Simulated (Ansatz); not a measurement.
# LiH (CsCl type): the dielectric function from several functionals

How does LiH (CsCl type) absorb light if electrons and holes don't interact? The runs, in order: HSE06 for the gap; optics with PBE on 8×8×8; optics with r2SCAN on 8×8×8; optics with PBE and scissors to the HSE06 gap on 8×8×8.

Computed with Ansatz 0.2.0 (plane waves, PAW; no local fields, no excitons, unless a step's input says otherwise).

## Step 1: The system as given

Symmetry: Pm-3m, No. 221, cubic system. The conventional cell has a = 2.502 Å, b = 2.502 Å, c = 2.502 Å, α = 90.00°, β = 90.00°, γ = 90.00°. Li (site symmetry m-3m) is surrounded by 8 H at 2.17 Å. H (site symmetry m-3m) is surrounded by 8 Li at 2.17 Å.

Coordinates:

```
CELL_PARAMETERS angstrom
2.50166 0.00000 0.00000
0.00000 2.50166 0.00000
0.00000 0.00000 2.50166
ATOMIC_POSITIONS crystal
Li 0.00000 0.00000 0.00000
H 0.50000 0.50000 0.50000
```

Cell and atoms come from an earlier r2SCAN relaxation.

## Step 2: HSE06 levels at special points

Contents of input.yaml:

```yaml
crystal:
  lattice:
    - [2.5016587118, 0.0, 0.0]
    - [0.0, 2.5016587118, 0.0]
    - [0.0, 0.0, 2.5016587118]
  atoms:
    - { symbol: Li, position: [0.0, 0.0, 0.0] }
    - { symbol: H, position: [0.5, 0.5, 0.5] }
kpoints:
  mp_grid: { grid: [6, 6, 6] }
  band_path:
    path:
      - [0.0, 0.0, 0.0]
      - [0.0, 0.5, 0.0]
      - [0.5, 0.5, 0.0]
      - [0.5, 0.5, 0.5]
      - [0.0, 0.0, 0.5]
    npoints: 1
hamiltonian:
  xc: hse06
scf:
  occupations: { method: fixed }
  n_extra_bands: 4
output:
  forces: true
  stress: true
  eigenvalues: true
  write_density: true
  write_potential: true
  elf: true
  volumetric_format: npy
```

Started as:

```bash
> ansatz run input.yaml --threads 4 --pin off --max-ram 3686MiB --backend cpu --events-out ev --progress --plain --runs-dir out
```

The program printed:

```text
Warning: output.stress: scf.convergence.dr2_threshold = 1e-7 eV (the SCF's general default) is looser than the 2e-10 eV advised for a printed stress (1e-10 eV for each atom of the cell: 2). What an SCF threshold leaves in a stress goes as its square root, and in the free energy as the threshold itself, and one threshold admits the most on a small cell: of the crystals measured, under no hybrid functional and no lock of the moments, on runs that ended without the residual-converged pass, on stresses that held no estimate of that error, the worst erred by over 100 MPa in a component at 1e-7 eV an atom and by under 5 at 1e-10. Set scf.convergence.dr2_threshold to 2e-10 eV or tighter. The threshold is an SCF's pass mark: one that does not reach it within its budget of iterations ends unconverged, or closes short of it on a stop that the run arms, and scf.convergence.dr2_threshold's page says what that costs each kind of run
Warning: output.stress: scf.exx.energy_threshold = 1e-6 eV is looser than the 2e-8 eV advised for a stress under a hybrid functional (1e-8 eV for each atom of the cell: 2). Every SCF of the exchange loop can meet its threshold on dr2 while the loop round them stops early: no threshold on dr2 bounds what that leaves in the stress. Set scf.exx.energy_threshold to 2e-8 eV or tighter. The threshold is the loop's pass mark: a loop that does not reach it within its budget of cycles ends unconverged, and scf.exx.energy_threshold's page has the law
Warning: RAYON_NUM_THREADS=4 ignored (pool sized by the plan → 4); use --threads N
scf.n_extra_bands = 4 over 2 filled bands (N_el = 4.0): the run solves 6 bands
Engine: ansatz 0.2.0, x86_64-unknown-linux-gnu
Pseudopotentials: kind: paw
Pseudopotential: Li, paw, valence charge 3, recommended cutoff 420 eV (normal), Li.paw.azcp
Pseudopotential: H, paw, valence charge 1, recommended cutoff 420 eV (normal), H.paw.azcp
Functional definition: HSE06
  parameter a = 0.25
  parameter omega = 0.11/bohr
  exchange = pbe_x - a*pbe_x_sr(omega) + a*exact_x_sr(omega)
  correlation = pbe_c
davidson cushion auto → on  (no smearing: the cushion is to keep the highest requested band from converging to the state above it; pin scf.eigensolver.cushion to override)
Crystal: 2 atoms, lattice volume = 15.656 Å³
Basis set: ecut = 420 eV, 305 PW (Γ), exchange–correlation on 36×36×36 points (8 copies of the dense FFT grid, shifted against one another)
Bands: 6, of which v1, the nominal top of the filled ones, is band 2 counted from 1 (1 counted from 0)
Symmetry: 48 space group operations
Space group: Pm-3m (ITA 221), of the structure as read, at distance tolerance 2.5e-5 Å
k-points: 20 of 216
Non-local potential: Li, projectors of the file, l = 0: 3, l = 1: 2, l = 2: 1
Non-local potential: H, projectors of the file, l = 0: 2, l = 1: 1
PAW form: soft (Blöchl's): semilocal exchange-correlation on the pseudo side does not see the compensation charge
PAW one-centre angular grid: Li, 110 points (default); XC on 96 Gauss nodes
PAW one-centre angular grid: H, 110 points (default); XC on 64 Gauss nodes
Initial density: superposition of atomic densities (neutral atoms: chi_scale 0, normalization atom), corrected by the library's trained network
Initial wavefunctions: pseudopotential atomic-orbital guess
Functional: x = pbe(κ = 0.804, μ = 0.2195149727645171), c = pbe(β = 0.06672455060314922), warm-up for x = pbe(κ = 0.804, μ = 0.2195149727645171) + 0.25 (exact − pbe) at short range (hse, ω = 0.20786987370883472 Å⁻¹), c = pbe(β = 0.06672455060314922); HSE06 as pw.x's `hse` composes it (authors' and Libxc's form: `xc: wpbeh`)
SCF iter   1: F=—  HF=-220.914589 eV  |F-HF|=—  |Δ(HF+E_count)|=         —  Δρ=3.90e-3  dr2=2.28e-3  ethr=1.77e-3  ⟨swp⟩=5.7  Hψ=610  notcnv=0
preconditioner: auto → none  [insulator: Δε(μ)=0.757 eV  Ē_g=14.065 eV  n_scr=0 (ndim 8)  ℏωp=13.3 eV  f_vac=0.000]
SCF iter   2: F=—  HF=-220.913889 eV  |F-HF|=—  |Δ(HF+E_count)|=   7.00e-4  Δρ=1.19e-3  dr2=2.30e-4  ethr=5.70e-5  ⟨swp⟩=2.5  Hψ=336  notcnv=0
iter 3 solved again at ethr=2.26e-8 eV; its pass at ethr=5.74e-6 eV (dr2=9.03e-7 eV) is discarded
SCF iter   3: F=-220.913830 eV  HF=-220.913828 eV  |F-HF|=1.45e-6  |Δ(HF+E_count)|=   6.07e-5  Δρ=1.30e-4  dr2=9.05e-7  ethr=2.26e-8  ⟨swp⟩=3.1  Hψ=723  notcnv=0
SCF 1 stopped early in 3 iterations: F = -220.913830 eV  dr2 = 9.05e-7
Initial density: handed on by an earlier stage of this run
Initial wavefunctions: those handed on with the density
Functional: x = pbe(κ = 0.804, μ = 0.2195149727645171) + 0.25 (exact − pbe) at short range (hse, ω = 0.20786987370883472 Å⁻¹), c = pbe(β = 0.06672455060314922); HSE06 as pw.x's `hse` composes it (authors' and Libxc's form: `xc: wpbeh`)
Exchange kernel: α = 0.2500, screened, ω = 0.2079 Å⁻¹, Wigner–Seitz truncation, v(0) = 1027.8313 eV·Å³, q-mesh 6×6×6, nearest image of the exchange supercell L = 15.01 Å, pair-density grid 12×12×12, without the augmentation charges, whose exchange is taken in its separable form by FFT convolution over the k-point mesh (sized by the pseudopotential files, 18×18×18 at the most), smooth part of the exact exchange by density-matrix convolution
Frozen-core exchange: fock
SCF iter   1: F=—  HF=-221.045372 eV  |F-HF|=—  |Δ(HF+E_count)|=         —  Δρ=2.21e-3  dr2=4.93e-4  ethr=2.26e-7  ⟨swp⟩=5.1  Hψ=624  notcnv=0
preconditioner: auto → none  [insulator: Δε(μ)=1.399 eV  Ē_g=15.616 eV  n_scr=0 (ndim 8)  ℏωp=13.3 eV  f_vac=0.000]
SCF iter   2: F=—  HF=-221.045230 eV  |F-HF|=—  |Δ(HF+E_count)|=   1.41e-4  Δρ=1.12e-3  dr2=1.18e-4  ethr=2.26e-7  ⟨swp⟩=3.0  Hψ=440  notcnv=0
SCF iter   3: F=—  HF=-221.045801 eV  |F-HF|=—  |Δ(HF+E_count)|=   5.70e-4  Δρ=2.47e-4  dr2=1.05e-5  ethr=2.26e-7  ⟨swp⟩=3.0  Hψ=435  notcnv=0
SCF iter   4: F=-221.045798 eV  HF=-221.045798 eV  |F-HF|=1.99e-7  |Δ(HF+E_count)|=   2.40e-6  Δρ=9.43e-6  dr2=6.08e-7  ethr=2.24e-7  ⟨swp⟩=2.4  Hψ=327  notcnv=0
SCF 2 stopped early in 4 iterations: F = -221.045798 eV  dr2 = 6.08e-7
hybrid outer 1: dexx = +6.654e-4 eV, tail = 2.22e-6 eV
Exchange kernel: α = 0.2500, screened, ω = 0.2079 Å⁻¹, Wigner–Seitz truncation, v(0) = 1027.8313 eV·Å³, q-mesh 6×6×6, nearest image of the exchange supercell L = 15.01 Å, pair-density grid 12×12×12, without the augmentation charges, whose exchange is taken in its separable form by FFT convolution over the k-point mesh (sized by the pseudopotential files, 18×18×18 at the most), smooth part of the exact exchange by density-matrix convolution
Frozen-core exchange: fock
SCF iter   1: F=—  HF=-221.045813 eV  |F-HF|=—  |Δ(HF+E_count)|=         —  Δρ=4.64e-5  dr2=3.68e-7  ethr=2.78e-7  ⟨swp⟩=2.0  Hψ=320  notcnv=0
preconditioner: auto → none  [insulator: Δε(μ)=1.410 eV  Ē_g=15.619 eV  n_scr=0 (ndim 8)  ℏωp=13.3 eV  f_vac=0.000]
SCF iter   2: F=—  HF=-221.045813 eV  |F-HF|=—  |Δ(HF+E_count)|=   8.23e-8  Δρ=3.65e-6  dr2=1.72e-8  ethr=8.29e-9  ⟨swp⟩=2.9  Hψ=348  notcnv=0
SCF iter   3: F=-221.045813 eV  HF=-221.045813 eV  |F-HF|=3.99e-9  |Δ(HF+E_count)|=   8.04e-8  Δρ=7.34e-6  dr2=8.28e-9  ethr=1.23e-11  ⟨swp⟩=3.1  Hψ=444  notcnv=0
SCF 3 converged in 3 iterations: F = -221.045813 eV  dr2 = 8.28e-9
  Residual-converged pass: ⟨swp⟩=1.4  Hψ=209  notcnv=0  max |occ|·‖R‖ = 2.4e-6 eV (tolerance 2.4e-6 eV)  dr2=8.28e-9  dr2_onsite=4.86e-11  max |Δocc| = 0.0e0
hybrid outer 2: dexx = +9.580e-8 eV, tail = 1.70e-8 eV, Δε = 2.21e-3 eV (about 2.20e-4 eV left of the loop's levels)
NSCF: frozen V_eff on 5 k-points
hybrid SCF converged: 2 outer / 7 inner (+3 warm-up), last move |dexx| = 9.58e-8 eV, tail = 1.70e-8 eV
Stability not checked: this state was not tested for a lower state beside it, because the functional holds exact exchange (a hybrid, or Hartree-Fock), whose exchange loop this test does not read (fock_operator; see scf.lower_state_search)
Free energy (F): -221.045813 eV
Frozen-core exchange: fock
Harris-Foulkes:  -221.045813 eV  (|F-HF|=3.99e-9)
Internal energy: -221.045813 eV  (E = F + TS)
E sigma→0 (E₀):  -221.045813 eV
Fermi energy:    3.850957 eV
--- Per-component energies (eV) ---
  E_band       = -98.898944
  E_kinetic    = 36.012280
  E_local      = -121.238324  (includes V_loc(G=0)·N_el)
  E_nonlocal   = -31.882164
  E_hartree    = 33.453161
  E_xc         = -16.656637
  E_vxc        = -21.261748  (∫ρ·V_xc dr)
  E_exx        = -13.157962  (= α·E_x^exact, valence–valence)
  E_paw        = -12.069059  (= ΣΔE_a)
  E_vpaw       = -1.118294  (= ΣTr[D̂ρ^β])
  E_aug_tail   = -0.001206  (compensation charges beyond the density's cutoff)
  E_ewald      = -95.505901
  E_smearing   = -0.000000  (= −TS)
  E_closure    = -0.000000  (closes the sum)
  Σ components = -221.045813   (vs F -221.045813, Δ=0.00e0)
--- Forces (eV/Å), atoms counted from 1 ---
  atom   1  Li    -0.00000000     0.00000000    -0.00000000
  atom   2  H      0.00000000     0.00000000    -0.00000000
  max |Σ_I F_I| component: 6.98e-32 eV/Å
--- Stress (GPa, compression-positive) ---
       -0.194085      -0.000000       0.000000
       -0.000000      -0.194085       0.000000
        0.000000       0.000000      -0.194085
  P = ⅓ Tr σ = -0.1941 GPa (-1.941 kbar)
--- Band table (eV; the first three rows and the last of 20) ---
  k-point 0: bands = ["-47.6099", "-5.9422", "17.0158", "17.0158", "17.0158", "17.9290"]
  k-point 1: bands = ["-47.5956", "-5.4691", "11.9172", "17.6526", "17.6526", "17.7865"]
  k-point 2: bands = ["-47.5667", "-4.2533", "7.2726", "17.0549", "19.4889", "19.4889"]
  k-point 19: bands = ["-47.4625", "3.8510", "11.3193", "11.3193", "11.3193", "13.5621"]
```

It took 54 s on 4 threads of Intel Xeon at 2.50GHz (Skylake/Cascade Lake), shared host; peak memory 0.49 GiB.

HSE06 puts the least direct gap over the mesh and the named points at 5.270 eV, and the least gap at 1.410 eV.

## Step 3: Optics, PBE

Contents of input.yaml:

```yaml
crystal:
  lattice:
    - [2.5016587118, 0.0, 0.0]
    - [0.0, 2.5016587118, 0.0]
    - [0.0, 0.0, 2.5016587118]
  atoms:
    - { symbol: Li, position: [0.0, 0.0, 0.0] }
    - { symbol: H, position: [0.5, 0.5, 0.5] }
kpoints:
  mp_grid: { grid: [8, 8, 8] }
hamiltonian:
  xc: pbe
scf:
  occupations: { method: fixed }
output:
  optics:
    e_range: [0, 12]
    de: 0.05
    sigma: 0.1
    bands: { spectra_wanted_up_to: 12 }
```

Started as:

```bash
> ansatz run input.yaml --threads 4 --pin off --max-ram 3686MiB --backend cpu --events-out ev --progress --plain --runs-dir out
```

The program printed:

```text
Warning: RAYON_NUM_THREADS=4 ignored (pool sized by the plan → 4); use --threads N
Engine: ansatz 0.2.0, x86_64-unknown-linux-gnu
Pseudopotentials: kind: paw
Pseudopotential: Li, paw, valence charge 3, recommended cutoff 420 eV (normal), Li.paw.azcp
Pseudopotential: H, paw, valence charge 1, recommended cutoff 420 eV (normal), H.paw.azcp
Functional definition: PBE
  parameter kappa = 0.804
  parameter beta = 0.06672455060314922
  exchange = pbe_x(kappa = kappa, mu = beta*pi^2/3)
  correlation = pbe_c(beta = beta)
Crystal: 2 atoms, lattice volume = 15.656 Å³
Basis set: ecut = 420 eV, 305 PW (Γ)
Bands: 6, of which v1, the nominal top of the filled ones, is band 2 counted from 1 (1 counted from 0)
Symmetry: 48 space group operations
Space group: Pm-3m (ITA 221), of the structure as read, at distance tolerance 2.5e-5 Å
k-points: 35 of 512
Non-local potential: Li, projectors of the file, l = 0: 3, l = 1: 2, l = 2: 1
Non-local potential: H, projectors of the file, l = 0: 2, l = 1: 1
PAW form: soft (Blöchl's): semilocal exchange-correlation on the pseudo side does not see the compensation charge
PAW one-centre angular grid: Li, 110 points (default); XC on 64 Gauss nodes
PAW one-centre angular grid: H, 110 points (default); XC on 64 Gauss nodes
Initial density: superposition of atomic densities (neutral atoms: chi_scale 0, normalization atom), corrected by the library's trained network
Initial wavefunctions: pseudopotential atomic-orbital guess
Functional: x = pbe(κ = 0.804, μ = 0.2195149727645171), c = pbe(β = 0.06672455060314922)
SCF iter   1: F=—  HF=-220.922492 eV  |F-HF|=—  |Δ(HF+E_count)|=         —  Δρ=3.32e-3  dr2=1.66e-3  ethr=1.77e-3  ⟨swp⟩=3.9  Hψ=1507  notcnv=0  defer=61
preconditioner: auto → none  [insulator: Δε(μ)=0.757 eV  Ē_g=14.056 eV  n_scr=0 (ndim 8)  ℏωp=13.3 eV  f_vac=0.000  ε∞_Penn≈1.9]
SCF iter   2: F=—  HF=-220.922007 eV  |F-HF|=—  |Δ(HF+E_count)|=   4.85e-4  Δρ=9.17e-4  dr2=1.37e-4  ethr=4.14e-5  ⟨swp⟩=1.9  Hψ=555  notcnv=0  defer=66
SCF iter   3: F=—  HF=-220.921974 eV  |F-HF|=—  |Δ(HF+E_count)|=   3.28e-5  Δρ=1.22e-4  dr2=1.09e-6  ethr=3.41e-6  ⟨swp⟩=2.6  Hψ=310  notcnv=0  defer=66
SCF iter   4: F=—  HF=-220.921975 eV  |F-HF|=—  |Δ(HF+E_count)|=   1.12e-6  Δρ=2.17e-5  dr2=5.89e-8  ethr=2.73e-8  ⟨swp⟩=2.0  Hψ=245  notcnv=0  defer=1
SCF iter   5: F=—  HF=-220.921975 eV  |F-HF|=—  |Δ(HF+E_count)|=   2.42e-8  Δρ=1.16e-6  dr2=1.49e-10  ethr=1.47e-9  ⟨swp⟩=1.2  Hψ=216  notcnv=0  defer=1
SCF iter   6: F=-220.921975 eV  HF=-220.921975 eV  |F-HF|=5.68e-14  |Δ(HF+E_count)|=  3.03e-11  Δρ=6.02e-8  dr2=3.54e-13  ethr=1.00e-12  ⟨swp⟩=3.9  Hψ=912  notcnv=0
SCF 1 converged in 6 iterations: F = -220.921975 eV  dr2 = 3.54e-13
NSCF: frozen V_eff on 35 k-points
Optics k sum: 0 of 35 k-points
[...]
NSCF: frozen V_eff on 35 k-points
Optics k sum: 0 of 35 k-points
[...]
output.optics: what the bands over the 11 summed would add to eps1, eps2 and the energy-loss function is held between a lower and an upper bound (3 Lanczos steps). eps1, eps2 and their loss function (loss_summed_bands) are given on every row as the summed bands alone make them. Along an axis, on a row where the two bounds hold the loss function to about 1 % of the greater of itself and 0.5 % of |1/eps|, its cell (loss_completed) is given, with the completed eps1 and eps2 that it is formed of (a cell that is left empty reads nan in the table and null in the record). The two bounds hold it so along every axis on all 241 rows up to 12.000 eV. The run works to bound the rows up to 12.000 eV and no higher ones: a peak of the loss function over that energy may be left empty with no warning. To have the run work for it, set output.optics.bands.spectra_wanted_up_to to a higher energy. To bound the rows up to 12.000 eV, whichever of them the table shows (the first pass's bands fell short of that, or broke a premise of the two bounds), the run solved the spectra's band pass at 8 and 11 bands: the last count reaches them. perfect_screening_sum, loss_f_sum_n_eff and, beside carriers, perfect_screening_limit are those of loss_summed_bands: over the bounded function the two sums would run over rows that are not all bounded, and lack what the bands left out lay past the top of the energy grid. Bounded is said of the bands left out alone, which are those that the basis at basis.ecutwfc holds: it says nothing of that cutoff, of the k-point mesh, of what the sum inside its cells errs by (eps2_relative_error), of the factors of all_electron_strengths, nor of how far the SCF is converged. The bands left out are taken at the k-points, and what their mean over the points' cells stands off that by is in neither bound: the run's estimate of it, which the test of a row counts in, is 0.01 % of |eps| at the most among the values given; where the mean stood off by over 0.5 % the points' spread read 0.1 to 3 times that
SCF converged after 6 iterations
Free energy (F): -220.921975 eV
Harris-Foulkes:  -220.921975 eV  (|F-HF|=5.68e-14)
Internal energy: -220.921975 eV  (E = F + TS)
E sigma→0 (E₀):  -220.921975 eV
Fermi energy:    4.214106 eV
--- Per-component energies (eV) ---
  E_band       = -89.732750
  E_kinetic    = 35.953726
  E_local      = -121.234372  (includes V_loc(G=0)·N_el)
  E_nonlocal   = -31.825460
  E_hartree    = 33.424347
  E_xc         = -20.214019
  E_vxc        = -26.105406  (∫ρ·V_xc dr)
  E_paw        = -21.519077  (= ΣΔE_a)
  E_vpaw       = -13.368713  (= ΣTr[D̂ρ^β])
  E_aug_tail   = -0.001218  (compensation charges beyond the density's cutoff)
  E_ewald      = -95.505901
  E_smearing   = -0.000000  (= −TS)
  E_closure    = 0.000000  (closes the sum)
  Σ components = -220.921975   (vs F -220.921975, Δ=0.00e0)
--- Band table (eV; the first three rows and the last of 35) ---
  k-point 0: bands = ["-43.8903", "-4.6306", "16.1708", "16.1708", "16.1708", "16.7772"]
  k-point 1: bands = ["-43.8825", "-4.3945", "12.5994", "16.5220", "16.5220", "16.8321"]
  k-point 2: bands = ["-43.8636", "-3.7330", "8.8152", "16.3388", "17.5577", "17.5577"]
  k-point 34: bands = ["-43.7450", "4.2141", "10.6312", "10.6312", "10.6312", "12.9860"]
```

It took 15 s on 4 threads of Intel Xeon at 2.50GHz (Skylake/Cascade Lake), shared host; peak memory 0.55 GiB.

optics.tsv begins:

```
# eps_inf(xx yy zz) = 4.699614 4.699614 4.699614
# eps_inf_bands = all
# eps_inf_summed_bands(xx yy zz) = 4.690017 4.690017 4.690017
# eps_inf_completed(xx yy zz) = 4.699614 4.699614 4.699614
# eps2_relative_error = 0.0023
# eps_inf_relative_error = 0.0039
# f_sum_n_eff(xx yy zz) = 2.780314 2.780314 2.780314 of n_electrons = 4.000000
# n_bands = 11
# n_bands_set_by = photon_energy
# valid_up_to_ev = 28.761335
# least_direct_gap_ev = 4.214477e0 at k(fractional) = 0.000000 -0.500000 -0.500000, k_point = 14, channel = 0, bands = 1 2 (counted from 0)
```

The dielectric function from optics.tsv (isotropic), one row in 4 (narrow peaks fall between the rows):

```tsv
E (eV)	ε₂ xx	ε₁ xx
3.95	0.00	8.94
4.15	0.40	11.25
4.35	4.21	12.59
4.55	6.48	11.30
4.75	7.86	10.22
4.95	9.06	9.41
5.15	10.93	8.61
5.35	12.77	5.44
5.55	12.05	2.49
5.75	10.55	1.22
5.95	9.81	0.36
6.15	9.00	-0.34
6.35	8.33	-0.78
6.55	7.81	-1.20
6.75	7.38	-1.58
6.95	7.03	-2.03
7.15	6.68	-2.71
7.35	5.60	-3.68
7.55	4.34	-3.52
7.75	3.59	-3.20
7.95	3.07	-2.91
8.15	2.67	-2.66
8.35	2.33	-2.41
8.55	2.06	-2.17
8.75	1.85	-1.93
8.95	1.72	-1.75
9.15	1.60	-1.62
9.35	1.47	-1.49
9.55	1.35	-1.38
9.75	1.25	-1.27
9.95	1.16	-1.18
10.15	1.06	-1.08
10.35	0.99	-0.99
10.55	0.92	-0.91
10.75	0.86	-0.83
10.95	0.80	-0.76
11.15	0.74	-0.68
11.35	0.70	-0.62
11.55	0.65	-0.55
11.75	0.62	-0.50
11.95	0.58	-0.44
```

Tallest peaks of ε₂: 12.8 at 5.35 eV.

[end of part 1 of 2]
